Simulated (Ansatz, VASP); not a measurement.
B: VASP beside Ansatz

```
CELL_PARAMETERS angstrom
1.88487 0.00000 0.00000
0.00000 1.88487 0.00000
0.00000 0.00000 1.88487
ATOMIC_POSITIONS crystal
B 0.50000 0.50000 0.50000
```

Alike in both runs: functional PBE; k mesh 28 × 28 × 28; occupations gaussian, width 0.1 eV; no spin polarisation.

Ansatz relaxed the structure, and its values are those at the end. VASP's run is a single point on that final structure, the one shown.

```csv
,VASP,Ansatz
version,VASP 6.6.1,Ansatz 0.2.0
potentials or method,"VASP PAW PBE potentials, release 64 (B)","scalar-relativistic, plane waves, PAW"
plane-wave cutoff (eV),520,420
valence electrons in the cell,3,3
```

VASP gave:

| Property | Result |
| --- | --- |
| gap on the k mesh at the Fermi level (eV) | none |
| pressure (GPa) | 0.1 |

Question: Estimate Ansatz's values.

Answer: gap on the k mesh at the Fermi level (eV): none; pressure (GPa): 0.0.

A gap of «none» marks a metal or a gap that the smearing closes.
